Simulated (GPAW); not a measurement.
# MnS (F-43m) in GPAW: reference runs

How does MnS come out in PBE? The cell is run as given.

All numbers are computed with GPAW 26.7.0; they aren't measurements. Logs are shortened: lines on timing, memory, paths and dates and some standing lists are left out, and cuts for length are marked. The log counts tension as positive stress, the text compression.

## 1. The structure

It takes space group F-43m (No. 216, cubic). The conventional cell has a = 4.947 Å, b = 4.947 Å, c = 4.947 Å, α = 90.00°, β = 90.00°, γ = 90.00°. Mn (site symmetry -43m) has 4 S at 2.14 Å as nearest neighbours. S (site symmetry -43m) is surrounded by 4 Mn at 2.14 Å.

The cell is a database's computed one.

## 2. Single point, PBE, collinear spin, ferromagnetic start

File run.py:

```python
from ase import Atoms
from ase.dft.bandgap import bandgap
from ase.io import write
from ase.units import GPa
from gpaw import GPAW, PW

atoms = Atoms(['Mn', 'S'],
              cell=[[0.0, 2.4734634191, 2.4734634191],
                    [2.4734634191, 0.0, 2.4734634191],
                    [2.4734634191, 2.4734634191, 0.0]],
              scaled_positions=[[0.0, 0.0, 0.0],
                                [0.75, 0.75, 0.75]],
              pbc=True)
atoms.set_initial_magnetic_moments([4.0, 0.0])

calc = GPAW(mode=PW(600),
            xc='PBE',
            kpts={'size': (9, 9, 9), 'gamma': True},
            occupations={'name': 'fermi-dirac', 'width': 0.05},
            nbands=21,
            convergence={'density': 1e-05, 'energy': 1e-05},
            maxiter=150,
            txt='gpaw.txt')
atoms.calc = calc
energy = atoms.get_potential_energy()
forces = atoms.get_forces()
stress = atoms.get_stress()
calc.write('gs.gpw')
write('result.traj', atoms)
print(f'Energy: {energy:.6f} eV')
print('Forces (eV/A):')
print(forces.round(4))
print('Stress (GPa):', (stress / GPa).round(3))
print('Moments:', calc.get_magnetic_moments().round(3))
print('Fermi level:', round(calc.get_fermi_level(), 4), 'eV')
print(f'Gap: {bandgap(calc)[0]:.4f} eV, direct: {bandgap(calc, direct=True)[0]:.4f} eV')
```

Potentials or basis: GPAW PAW data sets (gpaw-data 1.2.1), pw.

Started as:

```console
> OMP_NUM_THREADS=1 python run.py
```

gpaw.txt:

```text
__  _  _
 | _ |_)|_||  |
 |__||  | ||/\| - 26.7.0

Input parameters:
  mode=PW(ecut=600.0),
  convergence={'density': 1e-05, 'energy': 1e-05},
  kpts=MonkhorstPack(size=(9, 9, 9), gamma=True),
  maxiter=150,
  nbands=21,
  occupations=Occupations(name='fermi-dirac', width=0.05),
  xc=XC(name='PBE')

Diagonalizing LCAO Hamiltonian
Converting LCAO to pw mode

                   S

       Mn

Atoms  # Å, Bohr magnetons
|   | symbol |        x |        y |        z |    initial magnetic moments |
|---|--------|----------|----------|----------|-----------------------------|
| 0 |     Mn | 0.000000 | 0.000000 | 0.000000 | ( 0.0000,  0.0000,  4.0000) |
| 1 |      S | 3.710195 | 3.710195 | 3.710195 | ( 0.0000,  0.0000,  0.0000) |

Unit cell  # Å
| periodic |        x |        y |        z |  lengths |    angles |
|----------|----------|----------|----------|----------|-----------|
|      yes | 0.000000 | 2.473463 | 2.473463 | 3.498006 | 60.000000 |
|      yes | 2.473463 | 0.000000 | 2.473463 | 3.498006 | 60.000000 |
|      yes | 2.473463 | 2.473463 | 0.000000 | 3.498006 | 60.000000 |

Number of symmetries: 24
Symmetry operations  # r_c * U_cc + t_c -> r_c
|    | kind |            matrix            |
|----|------|------------------------------|
|  0 |  E   |  1, 0, 0,  0, 1, 0,  0, 0, 1 |
|  1 |  σ   |  1, 0, 0,  0, 0, 1,  0, 1, 0 |
|  2 |  σ   |  1, 0,-1,  0, 1,-1,  0, 0,-1 |
|  3 |  C3  |  1, 0,-1,  0, 0,-1,  0, 1,-1 |
|  4 |  C3  |  1,-1, 0,  0,-1, 1,  0,-1, 0 |
|  5 |  σ   |  1,-1, 0,  0,-1, 0,  0,-1, 1 |
|  6 |  σ   |  0, 1, 0,  1, 0, 0,  0, 0, 1 |
|  7 |  C3  |  0, 1, 0,  0, 0, 1,  1, 0, 0 |
|  8 |  C2  |  0, 1,-1,  1, 0,-1,  0, 0,-1 |
|  9 |  S4  |  0, 1,-1,  0, 0,-1,  1, 0,-1 |
| 10 |  C3  |  0, 0, 1,  1, 0, 0,  0, 1, 0 |
| 11 |  σ   |  0, 0, 1,  0, 1, 0,  1, 0, 0 |
| 12 |  S4  |  0, 0,-1,  1, 0,-1,  0, 1,-1 |
| 13 |  C3  |  0, 0,-1,  0, 1,-1,  1, 0,-1 |
| 14 |  S4  |  0,-1, 1,  1,-1, 0,  0,-1, 0 |
| 15 |  C2  |  0,-1, 1,  0,-1, 0,  1,-1, 0 |
| 16 |  C3  |  0,-1, 0,  1,-1, 0,  0,-1, 1 |
| 17 |  S4  |  0,-1, 0,  0,-1, 1,  1,-1, 0 |
| 18 |  S4  | -1, 1, 0, -1, 0, 1, -1, 0, 0 |
| 19 |  C3  | -1, 1, 0, -1, 0, 0, -1, 0, 1 |
| 20 |  C3  | -1, 0, 1, -1, 1, 0, -1, 0, 0 |
| 21 |  S4  | -1, 0, 1, -1, 0, 0, -1, 1, 0 |
| 22 |  σ   | -1, 0, 0, -1, 1, 0, -1, 0, 1 |
| 23 |  C2  | -1, 0, 0, -1, 0, 1, -1, 1, 0 |

BZ-sampling:
  Number of BZ points: 729
  Number of IBZ points: 35

  Monkhorst-Pack size: [9, 9, 9]
  Monkhorst-Pack shift: [0, 0, 0]

K-points  # in reciprocal-cell coordinates
|     |                                coordinates |     weight |
|-----|--------------------------------------------|------------|
|   0 | (  0.00000000,   0.00000000,   0.00000000) | 0.00137174 |
|   1 | (  0.11111111,   0.11111111,   0.00000000) | 0.00823045 |
|   2 | (  0.11111111,   0.11111111,   0.11111111) | 0.01097394 |
|   3 | (  0.22222222,   0.11111111,   0.11111111) | 0.01646091 |
|   4 | (  0.22222222,   0.22222222,   0.00000000) | 0.00823045 |
|   5 | (  0.22222222,   0.22222222,   0.11111111) | 0.03292181 |
|   6 | (  0.22222222,   0.22222222,   0.22222222) | 0.01097394 |
|   7 | (  0.33333333,   0.22222222,   0.11111111) | 0.03292181 |
|   8 | (  0.33333333,   0.22222222,   0.22222222) | 0.03292181 |
|   9 | (  0.33333333,   0.33333333,  -0.33333333) | 0.01646091 |
| ... |                                            |            |
|  34 | (  0.44444444,   0.44444444,   0.44444444) | 0.01097394 |

Plane wave coefficients: 1022
Cutoff: 600.0 eV

Spin-components: 2 (collinear spins)
Bands:           21
Projectors:      11
Spin-degeneracy: 1
Datatype:        complex128

Density:
  Valence electrons: 21.0
  Components: 2
  Grid points: [20 20 20]
  Charge: 0.0  # |e|

Potential:
  Grid points: [20 20 20]

species:
  Mn:
    name:    Manganese
    Z:       25.0
    valence: 15
    core:    10
    charge:  0.0  # [|e|]
    compensation charges:
      type: gauss
      rc: 0.38  # [Å]
      lmax: 2
    cutoffs:
      filter: 2.14  # [Å]
      core: 0.86  # [Å]
    projectors
    | kind |    occ | energy [eV] | rcut [Å] |
    |------|--------|-------------|----------|
    |   3s |  2.000 |     -85.859 |    1.275 |
    |   4s |  2.000 |      -5.106 |    1.275 |
    |   3p |  6.000 |     -54.597 |    1.281 |
    |   4p |  0.000 |      -1.371 |    1.281 |
    |   3d |  5.000 |      -6.771 |    1.138 |
    |    d |        |      20.441 |    1.138 |

    Using partial waves for Mn as LCAO basis

  S:
    name:    Sulfur
    Z:       16.0
    valence: 6
    core:    10
    charge:  0.0  # [|e|]
    compensation charges:
      type: gauss
      rc: 0.24  # [Å]
      lmax: 2
    cutoffs:
      filter: 1.77  # [Å]
      core: 1.66  # [Å]
    projectors
    | kind |    occ | energy [eV] | rcut [Å] |
    |------|--------|-------------|----------|
    |   3s |  2.000 |     -17.254 |    0.974 |
    |   3p |  4.000 |      -7.008 |    0.979 |
    |    s |        |       9.957 |    0.974 |
    |    p |        |      20.203 |    0.979 |
    |    d |        |       0.000 |    0.900 |

    Using partial waves for S as LCAO basis

Reference energy: -42371.707970  # eV

eigensolver:
  PPCG
  Converge bands: occupied
  niter=2

density mixing:
  MSR1-Mixer
  Pratt-step length: 0.05
  Maximum mixing coefficient: 0.75
  Old densities: 10
  SVD Regularization: 0.005
  Good broyden scale: 1.0
  Trust region scale: 1.0
  Backstep threshold: 4.0
  History deletion threshold: 6.0
  Fourier metric: weight=20.0, sigma=0.015

occupation numbers:
  Fermi-Dirac:
    width: 0.0500  # eV

poisson solver:
  ecut: 4800.0  # eV

xc functional:
  name: PBE with 2 nearest neighbor stencil

convergence criteria:
- Maximum integral of absolute [dens]ity change: 1e-05 electrons / valence electron
- Maximum [total energy] change in last 3 cyles: 1e-05 eV / valence electron
- Maximum integral of absolute [eigenst]ate change: 4e-08 eV^2 / valence electron
maximum number of iterations: 150

SCF iterations
|iter     | |      energy | eigst |  dens |  magmom |
|---------|-|-------------|-------|-------|---------|
|iter:   1| |  -13.893003 | +0.29 |       |  +4.0039|
|iter:   2| |  -13.875401 | -1.77 | -1.05 |  +3.9643|
|iter:   3| |  -14.056558 | -1.96 | -1.08 |  +3.3359|
|iter:   4| |  -14.008158 | -2.16 | -1.21 |  +2.9292|
|iter:   5| |  -14.039061 | -2.95 | -1.51 |  +2.5809|
|iter:   6| |  -14.090306 | -3.11 | -1.64 |  +2.0717|
|iter:   7| |  -14.161679 | -3.18 | -1.72 |  +1.3809|
|iter:   8| |  -14.187566 | -1.84 | -1.67 |  -1.4681|
|iter:   9| |  -14.279140 | -2.14 | -1.35 |  +0.6156|
|iter:  10| |  -14.294265 | -3.42 | -1.83 |  +0.2314|
|iter:  11| |  -14.274806 | -3.60 | -2.26 |  +0.6855|
|iter:  12| |  -14.290923 | -3.07 | -1.89 |  -0.0074|
|iter:  13| |  -14.290677 | -4.55 | -2.38 |  +0.0198|
|iter:  14| |  -14.292294 | -4.47 | -2.72 |  +0.1447|
|iter:  15| |  -14.292556 | -5.48 | -2.99 |  +0.1817|
|iter:  16| |  -14.292554 | -6.11 | -3.34 |  +0.1743|
|iter:  17| |  -14.292691c| -6.20 | -3.54 |  +0.1899|
|iter:  18| |  -14.292773 | -6.38 | -3.80 |  +0.1972|
|iter:  19| |  -14.292828c| -6.70 | -4.02 |  +0.2031|
|iter:  20| |  -14.292853c| -7.35 | -4.46 |  +0.2061|
|iter:  21| |  -14.292851c| -8.34c| -5.04c|  +0.2058|

Converged in 21 steps
Energy contributions relative to reference atoms: (reference = -42371.707970)

Energy contributions:
  Kinetic:           7.998150
  Coulomb:          -6.610279
  Zero:              0.250310
  External:          0.000000
  Xc:              -15.921077
  Entropy:          -0.019910
  Spinorbit:         0.000000
  ----------------------------
  Free energy:     -14.302807
  Extrapolated:    -14.292851

dipole moment: (-7.728790, -7.728790, -7.728790)  # |e|*Ang

Total magnetic moment: (0.000000, 0.000000, 0.205767)

Local magnetic moments
|        x |        y |         z |
|----------|----------|-----------|
| 0.000000 | 0.000000 |  0.194472 |  # Mn   0
| 0.000000 | 0.000000 | -0.003042 |  # S    1

Fermi level: 7.904
Eigenvalues  # (at kpt = [0.000, 0.000, 0.000])
| band index |      eig [eV] | occ [0-1] |      eig [eV] | occ [0-1] |
|------------|---------------|-----------|---------------|-----------|
|          0 |       -71.024 |     1.000 |       -70.824 |     1.000 |
|        ... |               |           |               |           |
|          2 |       -39.870 |     1.000 |       -39.674 |     1.000 |
|          3 |       -39.870 |     1.000 |       -39.674 |     1.000 |
|          4 |        -7.421 |     1.000 |        -7.413 |     1.000 |
|          5 |         3.170 |     1.000 |         3.214 |     1.000 |
|          6 |         3.170 |     1.000 |         3.214 |     1.000 |
|          7 |         3.170 |     1.000 |         3.214 |     1.000 |
|          8 |         7.002 |     1.000 |         7.243 |     1.000 |
|          9 |         7.002 |     1.000 |         7.243 |     1.000 |
|         10 |        11.628 |     0.000 |        11.656 |     0.000 |
|         11 |        11.640 |     0.000 |        11.710 |     0.000 |
|         12 |        11.640 |     0.000 |        11.710 |     0.000 |
|         13 |        11.640 |     0.000 |        11.710 |     0.000 |
|         14 |        15.684 |     0.000 |        15.733 |     0.000 |
|         15 |        15.684 |     0.000 |        15.733 |     0.000 |
|         16 |        15.684 |     0.000 |        15.733 |     0.000 |
|         17 |        21.114 |     0.000 |        21.176 |     0.000 |
|        ... |               |           |               |           |
|         20 |        24.130 |     0.000 |        24.160 |     0.000 |

No gap
No difference between direct/indirect transitions

Forces  # eV/Ang
|       x |        y |        z |
|---------|----------|----------|
| 0.00000 | -0.00000 | -0.00000 |  # Mn   0
| 0.00000 | -0.00000 |  0.00000 |  # S    1

Stress tensor  # eV/Ang^3
|         x |         y |         z |
|-----------|-----------|-----------|
| -0.023951 |  0.000000 |  0.000000 |
|  0.000000 | -0.023951 | -0.000000 |
|  0.000000 | -0.000000 | -0.023951 |

# Writing to gs.gpw (mode='')
```

It took 37 s on 1 thread of Intel Xeon Platinum 8375C at 2.90GHz (Ice Lake), shared host; peak memory 0.17 GiB.

What came out:

| Property | Result |
| --- | --- |
| Free energy | -14.3028 eV |
| Pressure | 3.8 GPa |
| Band gap on the k mesh | none (metal or under the smearing width) |
| Net moment | 0.21 μB per cell |
| Site moments | Mn +0.19; S -0.00 μB |

Caveat: the moment fell far below its start of 4 μB, so a state of higher moment may lie lower in energy; semilocal functionals often make such compounds metallic where correlation or magnetic order opens a gap, which also shifts bond lengths.
